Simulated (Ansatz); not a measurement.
# HgTe (I-4m2) in Ansatz: further runs

One crystal, HgTe, is run at these levels: PBE; tasks: relaxation of cell and atoms.

Program: Ansatz 0.2.0. These are calculated values, not measurements. Logs are shortened: lines on timing, memory, paths and dates and some standing lists are left out, and cuts for length are marked.

**1. Starting point**

Symmetry: I-4m2, No. 119, tetragonal system. The conventional cell has a = 6.091 Å, b = 6.091 Å, c = 3.119 Å, α = 90.00°, β = 90.00°, γ = 90.00°. Around Hg (site symmetry -4m2) lie 2 Hg at 3.12 Å and 4 Te at 3.14 Å. Around Te (site symmetry -4m2) lie 2 Te at 3.12 Å and 4 Hg at 3.14 Å.

Measurements of this composition are mostly on another form, of space group No. 216.

**2. Relaxation of cell and atoms, PBE**

File input.yaml:

```yaml
crystal:
  lattice:
    - [-3.045603, 3.045603, 1.55941]
    - [3.045603, -3.045603, 1.55941]
    - [3.045603, 3.045603, -1.55941]
  atoms:
    - { symbol: Hg, position: [0.75, 0.25, 0.5] }
    - { symbol: Te, position: [0.0, 0.0, 0.0] }
kpoints:
  mp_grid: { grid: [7, 7, 7] }
scf:
  occupations: { method: fermi_dirac, width: 0.05 }
hamiltonian:
  xc: pbe
  pseudopotentials: { kind: all_electron, lapw: { basis_error: 0.001 } }
output:
  forces: true
  stress: true
relax:
  f_tol: 0.02
  max_steps: 60
  cell: {}
```

Potentials or basis: all-electron LAPW, scalar-relativistic.

Run with:

```sh
> ansatz run input.yaml --threads 1 --pin off --max-ram 3072MiB --backend cpu --events-out ev --progress --plain --runs-dir out
```

The log of the run:

```text
Warning: RAYON_NUM_THREADS=1 ignored (pool sized by the plan → 1); use --threads N
The last accepted step is kept in <dir> (removed where the run ends without a failure and the disk answers)
LAPW: plane waves up to 7.643 Å⁻¹, error target 1.0e-3 eV per atom; small_component_spin mean_spin; Te in spheres of 1.513 Å, 24 of its electrons in bands, Dirac shells []; Hg in spheres of 1.513 Å, 34 of its electrons in bands, Dirac shells [] (how accurate: hamiltonian.pseudopotentials.lapw.basis_error, Limitations)
Engine: ansatz 0.2.0, aarch64-unknown-linux-gnu
Pseudopotentials: kind: all_electron
Pseudopotential: Hg, LAPW, valence charge 34, lapw/all_electron/scalar/gaussian/Hg, Koelling and Harmon's equation, gaussian nucleus
Pseudopotential: Te, LAPW, valence charge 24, lapw/all_electron/scalar/gaussian/Te, Koelling and Harmon's equation, gaussian nucleus
Functional definition: PBE
  parameter kappa = 0.804
  parameter beta = 0.06672455060314922
  exchange = pbe_x(kappa = kappa, mu = beta*pi^2/3)
  correlation = pbe_c(beta = beta)
Crystal: 2 atoms, lattice volume = 57.858 Å³
Basis set: ecut = 222.53381945715063 eV, 435 PW (Γ), FFT grids on a1+a2, a2, a3, exchange–correlation at level 2
Bands: 35, of which v1, the nominal top of the filled ones, is band 29 counted from 1 (28 counted from 0)
Symmetry: 8 space group operations
Space group: I-4m2 (ITA 119), of the structure as read, at distance tolerance 3.9e-5 Å
k-points: 40 of 343 (time reversal used)
Non-local potential: Hg, projectors of the file, none
Non-local potential: Te, projectors of the file, none
Initial density: superposition of atomic densities (chi_scale 0.1, normalization cell, long waves kept (reshape's long-wave potential 0.00 eV rms))
Initial wavefunctions: plane waves of lowest kinetic energy (no species holds an atomic orbital)
Functional: x = pbe(κ = 0.804, μ = 0.2195149727645171), c = pbe(β = 0.06672455060314922)
iter 1 solved again at ethr=3.44e-4 eV; its pass at ethr=1.00e-1 eV (dr2=2.00e-1 eV) is discarded
SCF iter   1: F=—  HF=-718714.312340 eV  |F-HF|=—  |Δ(HF+E_count)|=         —  Δρ=1.30e-2  dr2=2.00e-1  ethr=3.44e-4  ⟨swp⟩=3.0  Hψ=8705  notcnv=0
preconditioner: auto → Kerker (q_TF=auto, 2.729 Å⁻¹)  [metal: Δε(μ)=0.051 eV  Ē_g=11.469 eV  σ=0.050 eV  W_gap=0.25  n_scr=16 (ndim 8)  ℏωp=20.7 eV  f_vac=0.091  D(μ)=0.55/eV (n_scr^D=0)]
SCF iter   2: F=—  HF=-718714.215501 eV  |F-HF|=—  |Δ(HF+E_count)|=   9.68e-2  Δρ=6.85e-3  dr2=5.39e-2  ethr=3.44e-4  ⟨swp⟩=2.0  Hψ=4275  notcnv=0
SCF iter   3: F=—  HF=-718714.209308 eV  |F-HF|=—  |Δ(HF+E_count)|=   6.19e-3  Δρ=5.09e-3  dr2=3.51e-2  ethr=9.30e-5  ⟨swp⟩=2.0  Hψ=4047  notcnv=0
SCF iter   4: F=—  HF=-718714.202748 eV  |F-HF|=—  |Δ(HF+E_count)|=         —  Δρ=2.13e-3  dr2=7.31e-3  ethr=6.05e-5  ⟨swp⟩=2.0  Hψ=4164  notcnv=0
the basis was enlarged: its passes take 77.5 KiB over the memory plan, 1 of 1 planned eigensolver slots
iter 5 solved again at ethr=1.05e-6 eV; its pass at ethr=1.26e-5 eV (dr2=6.09e-4 eV) is discarded
SCF iter   5: F=—  HF=-718714.202727 eV  |F-HF|=—  |Δ(HF+E_count)|=   2.12e-5  Δρ=6.40e-4  dr2=6.08e-4  ethr=1.05e-6  ⟨swp⟩=2.0  Hψ=6935  notcnv=0
SCF iter   6: F=—  HF=-718714.202644 eV  |F-HF|=—  |Δ(HF+E_count)|=   8.23e-5  Δρ=3.70e-4  dr2=1.42e-4  ethr=1.05e-6  ⟨swp⟩=2.0  Hψ=4047  notcnv=0
SCF iter   7: F=—  HF=-718714.202652 eV  |F-HF|=—  |Δ(HF+E_count)|=   7.68e-6  Δρ=9.41e-5  dr2=7.81e-6  ethr=2.44e-7  ⟨swp⟩=2.0  Hψ=4048  notcnv=0
SCF iter   8: F=—  HF=-718714.202654 eV  |F-HF|=—  |Δ(HF+E_count)|=   1.79e-6  Δρ=2.78e-5  dr2=5.56e-7  ethr=1.35e-8  ⟨swp⟩=3.0  Hψ=4112  notcnv=0
SCF iter   9: F=—  HF=-718714.202653 eV  |F-HF|=—  |Δ(HF+E_count)|=   5.87e-7  Δρ=2.04e-5  dr2=2.98e-7  ethr=9.58e-10  ⟨swp⟩=2.9  Hψ=4123  notcnv=0
SCF iter  10: F=-718714.202653 eV  HF=-718714.202653 eV  |F-HF|=2.56e-8  |Δ(HF+E_count)|=   1.27e-7  Δρ=8.41e-6  dr2=5.67e-8  ethr=5.14e-10  ⟨swp⟩=3.0  Hψ=4139  notcnv=0
SCF 1 converged in 10 iterations: F = -718714.202653 eV  dr2 = 5.67e-8
relax step   1: F+E_penalty+E_count = -718714.20265346 eV  Δ(F+E_penalty+E_count) = +0.000e0 eV  max|allowed force component| = 1.388e-17 eV/Å  Δτ_max = 0.0000 Å  P = -0.219 GPa  Ω = 57.858 Å³  (10 SCF iters, accepted)
Crystal: 2 atoms, lattice volume = 57.674 Å³
[... 37 lines left out ...]
SCF iter   5: F=-718714.222132 eV  HF=-718714.222132 eV  |F-HF|=2.10e-9  |Δ(HF+E_count)|=   5.68e-8  Δρ=3.11e-6  dr2=5.18e-9  ethr=1.18e-10  ⟨swp⟩=2.1  Hψ=4055  notcnv=0
SCF 4 converged in 5 iterations: F = -718714.222132 eV  dr2 = 5.18e-9
relax step   3: F+E_penalty+E_count = -718714.22213166 eV  Δ(F+E_penalty+E_count) = -6.655e-4 eV  max|allowed force component| = 1.388e-17 eV/Å  Δτ_max = 0.0000 Å  P = -0.009 GPa  Ω = 57.975 Å³  (5 SCF iters, accepted)
Crystal: 2 atoms, lattice volume = 57.929 Å³
Basis set: ecut = 238.80229816457532 eV, 475 PW (Γ), FFT grids on a1+a2, a2, a3, exchange–correlation at level 2
iter 1 solved again at ethr=2.71e-8 eV; its pass at ethr=1.00e-1 eV (dr2=1.57e-5 eV) is discarded
SCF iter   1: F=—  HF=-718714.222227 eV  |F-HF|=—  |Δ(HF+E_count)|=         —  Δρ=9.27e-5  dr2=9.38e-6  ethr=2.71e-8  ⟨swp⟩=5.0  Hψ=8120  notcnv=0
preconditioner: auto → none  [insulator: Δε(μ)=0.132 eV  Ē_g=11.854 eV  σ=0.050 eV  W_gap=0.58  n_scr=16 (ndim 8)  ℏωp=20.7 eV  f_vac=0.093  D(μ)=0.40/eV (n_scr^D=0)  ε∞_Penn≈4.0]
iter 2 solved again at ethr=1.60e-9 eV; its pass at ethr=1.62e-8 eV (dr2=9.29e-7 eV) is discarded
SCF iter   2: F=—  HF=-718714.222224 eV  |F-HF|=—  |Δ(HF+E_count)|=   2.94e-6  Δρ=3.32e-5  dr2=9.28e-7  ethr=1.60e-9  ⟨swp⟩=2.0  Hψ=6945  notcnv=0
SCF iter   3: F=—  HF=-718714.222224 eV  |F-HF|=—  |Δ(HF+E_count)|=   2.26e-7  Δρ=1.27e-5  dr2=1.78e-7  ethr=1.60e-9  ⟨swp⟩=2.0  Hψ=4047  notcnv=0
SCF iter   4: F=-718714.222224 eV  HF=-718714.222224 eV  |F-HF|=1.16e-10  |Δ(HF+E_count)|=   5.33e-8  Δρ=2.91e-6  dr2=4.83e-9  ethr=3.07e-10  ⟨swp⟩=2.6  Hψ=4086  notcnv=0
SCF 5 converged in 4 iterations: F = -718714.222224 eV  dr2 = 4.83e-9
relax step   4: F+E_penalty+E_count = -718714.22222377 eV  Δ(F+E_penalty+E_count) = -9.211e-5 eV  max|allowed force component| = 1.388e-17 eV/Å  Δτ_max = 0.0000 Å  P = -0.012 GPa  Ω = 57.929 Å³  (4 SCF iters, accepted)
iter 1 solved again at ethr=8.64e-12 eV; its pass at ethr=1.00e-1 eV (dr2=5.01e-9 eV) is discarded
SCF iter   1: F=—  HF=-718714.222223 eV  |F-HF|=—  |Δ(HF+E_count)|=         —  Δρ=2.91e-6  dr2=4.84e-9  ethr=8.64e-12  ⟨swp⟩=5.9  Hψ=8600  notcnv=0  reapply=12
preconditioner: auto → none  [insulator: Δε(μ)=0.132 eV  Ē_g=11.853 eV  σ=0.050 eV  W_gap=0.57  n_scr=16 (ndim 8)  ℏωp=20.7 eV  f_vac=0.093  D(μ)=0.40/eV (n_scr^D=0)  ε∞_Penn≈4.0]
SCF iter   2: F=-718714.222223 eV  HF=-718714.222223 eV  |F-HF|=0.00e0  |Δ(HF+E_count)|=   1.57e-7  Δρ=1.60e-6  dr2=1.56e-9  ethr=8.35e-12  ⟨swp⟩=2.1  Hψ=4051  notcnv=0
SCF 6 converged in 2 iterations: F = -718714.222223 eV  dr2 = 1.56e-9
relax step   5: F+E_penalty+E_count = -718714.22222288 eV  Δ(F+E_penalty+E_count) = +8.878e-7 eV  max|allowed force component| = 1.388e-17 eV/Å  Δτ_max = 0.0000 Å  P = -0.012 GPa  Ω = 57.929 Å³  stress off target by 2.41e-2 GPa  SCF on the basis re-selected at this cell (its energy is not comparable with the rows above)  (2 SCF iters)
basis re-selected at this cell: Δ(F+E_penalty+E_count) = +8.878e-7 eV, ΔP = +0.000 GPa vs the last step (what re-selecting the basis moved, after the strain that the cell walked since its last selection, with what the two solves' SCF thresholds leave and, on support functions, any second-order correction that the steps lacked; it is no measure of the basis error at this ecutwfc). This SCF's stress stands 2.41e-2 GPa from its target on what of the cell is left free (relax.cell.stress_tol is 5.00e-2 GPa) and its largest allowed force component is 1.39e-17 eV/Å (relax.f_tol is 2.00e-2 eV/Å): within both
SCF converged after 2 iterations
Free energy (F): -718714.222223 eV
Harris-Foulkes:  -718714.222223 eV  (|F-HF|=0.00e0)
Internal energy: -718714.218835 eV  (E = F + TS)
E sigma→0 (E₀):  -718714.220529 eV
Entropy (-TS):   -0.003388 eV (-1.694 meV/atom)
Fermi energy:    13.430335 eV
--- Per-component energies (eV) ---
  E_band       = -2576.324894
  E_kinetic    = 805984.783736
  E_xc         = -14926.289730
  E_electrostatic = -1509772.712841  (all electrons and nuclei)
  E_smearing   = -0.003388  (= −TS)
  E_closure    = 0.000000  (closes the sum)
  E_atoms      = -718710.908198  (free atoms, spherical and without spin; not in F)
  Σ components = -718714.222223   (vs F -718714.222223, Δ=0.00e0)
  Basis errors (estimates in eV, not in F): energy 3.0e-4 per atom: plane waves 2.7e-4 (1.5e-4 summed), levels above the bands 1.9e-75, relativity 9.1e-8, radial functions 2.0e-5, core shells 1.5e-6; eigenvalues (radial functions only) 1.5e-6; not estimated: angular momenta, meshes, grids; target (lapw.basis_error) 1.0e-3; muffin-tin radii Te 1.468 Å, Hg 1.468 Å
--- Forces (eV/Å), atoms counted from 1 ---
  atom   1  Hg     0.00000000     0.00000000    -0.00000000
  atom   2  Te    -0.00000000     0.00000000    -0.00000000
  max |Σ_I F_I| component: 1.73e-18 eV/Å
--- Stress (GPa, compression-positive) ---
       -0.006299       0.000000       0.000000
        0.000000      -0.006299       0.000000
        0.000000       0.000000      -0.024148
  P = ⅓ Tr σ = -0.0122 GPa (-0.122 kbar)
--- Band table (eV; the first three rows and the last of 40) ---
  k-point 0: bands = ["-146.2570", "-101.1376", "-96.3671", "-96.2571", "-96.2571", "-79.1121", "-79.1094", "-79.1094", "-79.1039", "-79.1021", "-79.0984", "-79.0984", "-49.5930", "-49.5723", "-49.5723", "-23.7343", "-23.6309", "-23.6309", "-23.5523", "-23.5503", "0.8505", "5.9132", "6.8093", "6.8835", "7.3840", "7.3840", "9.7965", "10.8393", "10.8393", "17.4197", "17.9714", "19.9914", "19.9914", "23.0131", "23.4412"]
  k-point 1: bands = ["-146.2570", "-101.1376", "-96.3671", "-96.2571", "-96.2571", "-79.1121", "-79.1094", "-79.1094", "-79.1039", "-79.1021", "-79.0984", "-79.0984", "-49.5930", "-49.5723", "-49.5723", "-23.7343", "-23.6309", "-23.6309", "-23.5522", "-23.5503", "0.9232", "5.9082", "6.8129", "6.8160", "7.3823", "7.3929", "8.8359", "11.0671", "11.8539", "17.3676", "17.9553", "19.0606", "19.5436", "23.0837", "24.5919"]
  k-point 2: bands = ["-146.2570", "-101.1376", "-96.3671", "-96.2571", "-96.2571", "-79.1121", "-79.1094", "-79.1094", "-79.1039", "-79.1021", "-79.0984", "-79.0984", "-49.5930", "-49.5723", "-49.5723", "-23.7343", "-23.6310", "-23.6308", "-23.5519", "-23.5503", "1.1013", "5.8908", "6.6810", "6.7557", "7.3787", "7.4099", "7.8461", "11.6362", "13.1095", "16.9217", "17.2141", "17.6450", "20.3899", "23.0368", "25.0018"]
  k-point 39: bands = ["-146.2570", "-101.1376", "-96.3671", "-96.2571", "-96.2571", "-79.1121", "-79.1094", "-79.1094", "-79.1039", "-79.1021", "-79.0984", "-79.0984", "-49.5930", "-49.5724", "-49.5724", "-23.7342", "-23.6308", "-23.6308", "-23.5512", "-23.5506", "1.3726", "5.8811", "7.0555", "7.1521", "7.4063", "7.4178", "8.4144", "9.1881", "10.1161", "17.1379", "20.2669", "20.7356", "21.6293", "24.7836", "25.7314"]
--- Relaxed structure (4 steps of the walk, 4 accepted, 1 SCFs on fresh bases) ---
  F+E_penalty+E_count = -718714.22222288 eV   max|allowed force component| = 1.388e-17 eV/Å   (the final SCF, on the basis selected at the relaxed cell)
  cell:  # Å, volume = 57.9294 Å³
    - [-3.090914714353184, 3.090914714353184, 1.515879841405051]
    - [3.090914714353184, -3.090914714353184, 1.515879841405051]
    - [3.090914714353184, 3.090914714353184, -1.515879841405051]
  atoms:
    - { symbol: Hg, position: [0.75, 0.24999999999999997, 0.5] }
    - { symbol: Te, position: [6.68311703101643e-35, -3.0185746825483643e-34, -3.58530055416231e-34] }
```

It took 94 s on 1 thread of Arm Neoverse V2, shared host; peak memory 0.35 GiB.

What came out:

- Free energy: -718714.2222 eV
- Relaxed volume: 28.96 Å³/atom
- Relaxed cell: a = 4.627 Å, b = 4.627 Å, c = 4.627 Å, α = 96.16°, β = 96.16°, γ = 141.75°
- Space group after relaxing (to 0.05 Å): I-4m2 (No. 119)
- Energy gained by relaxing: 9.8 meV/atom
- Ionic steps: 5
- Pressure after relaxing: 0.0 GPa
- Band gap on the k mesh: none (metal or under the smearing width)

The path:
| step | energy change (eV) | largest force (eV/Å) | volume (Å³) |
| --- | --- | --- | --- |
| 1 | 0.0000 | 0.0000 | 57.86 |
| 2 | -0.0188 | 0.0000 | 57.67 |
| 3 | -0.0195 | 0.0000 | 57.98 |
| 4 | -0.0196 | 0.0000 | 57.93 |
| 5 | -0.0196 | 0.0000 | 57.93 |

Final structure:
```
CELL_PARAMETERS angstrom
-3.09091 3.09091 1.51588
3.09091 -3.09091 1.51588
3.09091 3.09091 -1.51588
ATOMIC_POSITIONS crystal
Hg 0.75000 0.25000 0.50000
Te 0.00000 0.00000 0.00000
```

Levels at points of the mesh, in eV from the Fermi level:
| k point | band 27 | band 28 | band 29 | band 30 | band 31 | band 32 |
| --- | --- | --- | --- | --- | --- | --- |
| (0.00, 0.00, 0.00) | -3.63 | -2.59 | -2.59 | 3.99 | 4.54 | 6.56 |

Caveat: the k mesh is thin for a metal, which can move the energy by tens of meV per atom. The run has no spin-orbit coupling, so splittings on Hg, Te are missing.

**3. Relaxation of cell and atoms, PBE, spin-orbit coupling, no magnetisation**

Edit input.yaml of step 2 so:

```diff
@@ -15,2 +15,5 @@
   pseudopotentials: { kind: all_electron, lapw: { basis_error: 0.001 } }
+magnetization:
+  noncollinear: true
+  spin_orbit: true
 output:
```

Potentials or basis: all-electron LAPW, relativistic spinors.

Run with:

```sh
> ansatz run input.yaml --threads 1 --pin off --max-ram 3072MiB --backend cpu --events-out ev --progress --plain --runs-dir out
```

The log of the run:

```text
Warning: RAYON_NUM_THREADS=1 ignored (pool sized by the plan → 1); use --threads N
[... 1 set-up line as earlier in the session ...]
LAPW: plane waves up to 7.643 Å⁻¹, error target 1.0e-3 eV per atom; Dirac's equation on spinors; Te in spheres of 1.513 Å, 24 of its electrons in bands; Hg in spheres of 1.513 Å, 34 of its electrons in bands (how accurate: hamiltonian.pseudopotentials.lapw.basis_error, Limitations)
[... 2 set-up lines as earlier in the session ...]
Pseudopotential: Hg, LAPW, valence charge 34, lapw/all_electron/dirac/gaussian/Hg, Dirac's equation, gaussian nucleus
Pseudopotential: Te, LAPW, valence charge 24, lapw/all_electron/dirac/gaussian/Te, Dirac's equation, gaussian nucleus
[... 136 lines left out ...]
  k-point 39: bands = ["-342.5093", "-342.5093", "-342.5032", "-342.5032", "-323.0903", "-323.0903", "-323.0856", "-323.0856", "-323.0815", "-323.0815", "-146.0628", "-146.0628", "-102.8910", "-102.8910", "-100.8086", "-100.8086", "-93.2175", "-93.2175", "-93.1467", "-93.1467", "-80.9677", "-80.9677", "-80.9625", "-80.9625", "-80.9576", "-80.9576", "-76.7756", "-76.7756", "-76.7725", "-76.7725", "-76.7675", "-76.7675", "-76.7644", "-76.7644", "-62.8827", "-62.8827", "-44.6128", "-44.6128", "-44.6057", "-44.6057", "-24.3987", "-24.3987", "-24.2973", "-24.2972", "-22.9534", "-22.9534", "-22.8749", "-22.8748", "-22.8151", "-22.8151", "1.4799", "1.4800", "5.5532", "5.5545", "6.1776", "6.2045", "7.4691", "7.5169", "7.8751", "7.9090", "8.1703", "8.2582", "8.5948", "8.6264", "9.2376", "9.2658", "10.1905", "10.2490", "17.1949", "17.2061", "20.2198", "20.3730", "20.8163", "20.8739", "21.7058", "21.8409", "24.8817", "24.8818", "25.8967", "25.9034", "26.8757", "26.9007"]
--- Relaxed structure (4 steps of the walk, 4 accepted, 1 SCFs on fresh bases) ---
  F+E_penalty+E_count = -719852.73744945 eV   max|allowed force component| = 1.431e-17 eV/Å   (the final SCF, on the basis selected at the relaxed cell)
  cell:  # Å, volume = 57.5484 Å³
    - [-3.0820285348177383, 3.0820285348177383, 1.5146062658196318]
    - [3.0820285348177383, -3.0820285348177383, 1.5146062658196318]
    - [3.0820285348177383, 3.0820285348177383, -1.5146062658196318]
  atoms:
    - { symbol: Hg, position: [0.75, 0.24999999999999997, 0.5] }
    - { symbol: Te, position: [-5.5578874370168865e-36, -3.0037293881833484e-34, -3.0593082625535175e-34] }
```

Run time: 11 min. Hardware: 1 thread of Arm Neoverse V2, shared host; peak memory 0.66 GiB.

What came out:

```yaml
Free_energy: -719852.7374 eV
Relaxed_volume: 28.77 Å³/atom
Relaxed_cell: a = 4.614 Å, b = 4.614 Å, c = 4.614 Å, α = 96.19°, β = 96.19°, γ = 141.68°
Space_group_after_relaxing_to_0.05_Å: I-4m2 (No. 119)
Energy_gained_by_relaxing: 9.1 meV/atom
Ionic_steps: 5
Pressure_after_relaxing: 0.0 GPa
Band_gap_on_the_k_mesh: none (metal or under the smearing width)
```

Step by step:
| step | energy change (eV) | largest force (eV/Å) | volume (Å³) |
| --- | --- | --- | --- |
| 1 | 0.0000 | 0.0000 | 57.86 |
| 2 | -0.0171 | 0.0000 | 57.26 |
| 3 | -0.0178 | 0.0000 | 57.67 |
| 4 | -0.0181 | 0.0000 | 57.55 |
| 5 | -0.0181 | 0.0000 | 57.55 |

Final structure:
```cif
data_structure
_symmetry_space_group_name_H-M 'P 1'
_symmetry_Int_Tables_number 1
_cell_length_a 4.6143
_cell_length_b 4.6143
_cell_length_c 4.6143
_cell_angle_alpha 96.185
_cell_angle_beta 96.185
_cell_angle_gamma 141.676
_cell_volume 57.55
loop_
_atom_site_label
_atom_site_type_symbol
_atom_site_fract_x
_atom_site_fract_y
_atom_site_fract_z
_atom_site_occupancy
Hg1 Hg 0.75000 0.25000 0.50000 1
Te1 Te 0.00000 0.00000 0.00000 1
```

Levels at points of the mesh, in eV from the Fermi level:
```csv
k point,band 66,band 67,band 68,band 69,band 70,band 71
"(0.00, 0.00, 0.00)",-2.97,-2.34,-2.34,3.93,3.93,4.55
```

Caveat: the k mesh is thin for a metal, which can move the energy by tens of meV per atom.
